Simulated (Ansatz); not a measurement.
SrCl2 (3R-MoS2 type), relaxed with r2SCAN+rVV10 in the PAW code Ansatz. It is trigonal, R3m (No. 160); conventional cell a = 4.171 Å, c = 18.405 Å, 30.82 Å³ an atom. Sr has 6 Cl at 2.92 Å; Cl has 3 Sr at 2.92 Å.

The axes x, y and z are those of this cell:
```
CELL_PARAMETERS angstrom
2.08574 1.20420 6.13505
-2.08574 1.20420 6.13505
0.00000 -2.40841 6.13505
ATOMIC_POSITIONS crystal
Sr 0.00020 0.00020 0.00020
Cl 0.42277 0.42277 0.42277
Cl 0.24369 0.24369 0.24369
```

Unstrained: PBE gives a direct gap of 4.340 eV at Γ. r2SCAN gives a direct gap of 4.866 eV at Γ. The HSE06 gap is direct at Γ: 5.572 eV. Meshes: PBE 8×8×8, r2SCAN 8×8×8, HSE06 6×6×6. Strains are changes of length per length, and xy shears are angles. After each strain the atoms were relaxed again with r2SCAN+rVV10 within the symmetry that the strain leaves, so tilts or polar shifts that break it weren't tested; points keep the names that they have in the unstrained zone. No spin polarisation and no zero-point or thermal motion; the cell was built from a prototype and may be hypothetical.

Question: Estimate what uniaxial +3.0 % along z, other directions held does to the gap.

Answer: PBE: the gap goes from 4.340 to 4.412 eV (+0.072 eV). r2SCAN: the gap goes from 4.866 to 4.943 eV (+0.077 eV). HSE06: the gap goes from 5.572 to 5.649 eV (+0.077 eV).

Question: Estimate what epitaxial -4.0 % in the xy plane, free normal strain +3.20 % does to the gap.

Answer: PBE: the gap goes from 4.340 to 4.587 eV (+0.247 eV); it turns from direct (Γ) to indirect (Γ → F). r2SCAN: the gap goes from 4.866 to 5.004 eV (+0.138 eV); it turns from direct (Γ) to indirect (Γ → F). HSE06: the gap goes from 5.572 to 5.874 eV (+0.302 eV); it turns from direct (Γ) to indirect (Γ → F).

Question: Apply xy shear, engineering strain (angle) +3.0 %. How far does the gap move, against the unstrained cell?

Answer: PBE: the gap goes from 4.340 to 4.337 eV (-0.003 eV). r2SCAN: the gap goes from 4.866 to 4.863 eV (-0.003 eV).

Question: Apply uniaxial -5.0 % along x, other directions held. How far does the gap move, against the unstrained cell?

Answer: PBE: the gap goes from 4.340 to 4.390 eV (+0.050 eV); it turns from direct (Γ) to indirect (Γ → F [(-1/2, -1/2, 0)]). r2SCAN: the gap goes from 4.866 to 4.805 eV (-0.061 eV); it turns from direct (Γ) to indirect (Γ → F [(-1/2, -1/2, 0)]).

Question: Apply isotropic +4.0 % on every length. How far does the gap move, against the unstrained cell?

Answer: PBE: the gap goes from 4.340 to 4.107 eV (-0.233 eV). r2SCAN: the gap goes from 4.866 to 4.634 eV (-0.232 eV). HSE06: the gap goes from 5.572 to 5.329 eV (-0.243 eV).
